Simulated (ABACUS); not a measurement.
**AlN: equation of state with PBE**

The system is AlN.

```xyz
4
Lattice="3.3121 0.0000 0.0000 -1.6561 2.8684 0.0000 0.0000 0.0000 4.1876" Properties=species:S:1:pos:R:3 pbc="T T T"
Al    1.6561    0.9561    1.0469
Al    0.0000    1.9123    3.1407
N     1.6561    0.9561    3.1407
N     0.0000    1.9123    1.0469
```

Measurements of this composition are mostly on another form, of space group No. 186.

```json
{
 "Program": "ABACUS 3.10.1",
 "Task": "equation of state",
 "Functional": "PBE",
 "Potentials or basis": "PseudoDojo NC SR 0.4.1 PBE standard",
 "Cutoff": "1143 eV",
 "Density cutoff": "4572 eV",
 "Basis": "plane waves",
 "k mesh": "9 × 9 × 7",
 "Occupations": "fermi-dirac, width 0.05 eV",
 "Spin": "no spin polarisation"
}
```

```yaml
Equilibrium_volume: 9.94 Å³/atom
Bulk_modulus_at_fixed_shape_and_positions: 207 GPa
Pressure_derivative_of_the_bulk_modulus: 3.9
```

Energy against volume, from the lowest point:
| volume (Å³/atom) | energy (meV/atom) |
| --- | --- |
| 9.349 | 25.08 |
| 9.548 | 10.65 |
| 9.747 | 2.49 |
| 9.946 | 0.00 |
| 10.145 | 2.64 |
| 10.344 | 9.94 |
| 10.543 | 21.44 |

All runs of the series together: 97 s on 4 threads of AMD EPYC 7R13 Processor (Zen 3) (shared host).

Caveat: the cell was scaled at fixed shape and fractional positions, which overstates the stiffness of a crystal with free parameters, most of all of layers and chains.
